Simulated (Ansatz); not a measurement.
# TePb, one cell by several methods

```
Te Pb
1.0
    -0.06454    3.19473    3.19473
     3.19473   -0.06454    3.19473
     3.19473    3.19473   -0.06454
Te Pb
1 1
Cartesian
  3.1625 3.1625 3.1625
  0.0000 0.0000 0.0000
```

Atoms are numbered in the order listed.

The cell is COD entry 9008696, as deposited and not checked against the literature; nothing was relaxed. The listed cell was then made from it by scaling, straining or moving an atom.

No spin–orbit coupling, which matters for the heavy atoms here.

Levels of theory: DFT, PBEsol, PAW with Ansatz's default frozen-core files, scalar-relativistic (Ansatz 0.2.0); DFT, PBEsol, all-electron PAW with datasets made for the crystal, scalar-relativistic (Ansatz 0.2.0); DFT, PBEsol, all-electron LAPW, scalar-relativistic (Ansatz 0.2.0).

For PAW: a Γ-centred 10×10×10 k mesh, Fermi–Dirac smearing of 0.03 eV, cutoff 420 eV, no spin polarisation; the PAW files were made with PBE, and the program remakes their frozen cores for this functional. The crystal-made all-electron datasets (AE datasets) take a cutoff of 240 eV at this cell. LAPW targets a basis error of 0.5 meV/atom. The Ansatz runs share mesh, smearing and spin set-up. Plane-wave (PAW) pressures include the program's estimate of the Pulay term.

Stress and pressure are positive in compression.

The change that made this cell: equal xy, yz and zx engineering shear strains of -2 %.

Spin–orbit coupling is left out, which moves gradients at and beside heavy atoms by some per cent and at worst by a factor of two.

```json
{"quantity": "pressure (GPa)", "PAW": "-0.23", "AE datasets": "-0.22", "LAPW": "-0.22"}
{"quantity": "stress yz (GPa)", "PAW": "0.29", "AE datasets": "0.29", "LAPW": "0.29"}
{"quantity": "stress xz (GPa)", "PAW": "0.29", "AE datasets": "0.29", "LAPW": "0.29"}
{"quantity": "stress xy (GPa)", "PAW": "0.29", "AE datasets": "0.29", "LAPW": "0.29"}
{"quantity": "band gap (eV)", "PAW": "0.461", "AE datasets": "0.459", "LAPW": "0.459"}
{"quantity": "field gradient Vzz at Te1 (10²¹ V/m²)", "PAW": "-2.26", "AE datasets": "-2.25", "LAPW": "–"}
{"quantity": "field gradient Vzz at Pb2 (10²¹ V/m²)", "PAW": "0.35", "AE datasets": "0.39", "LAPW": "–"}
```

PAW's pressure differs from the LAPW value by about 0.01 GPa or less.
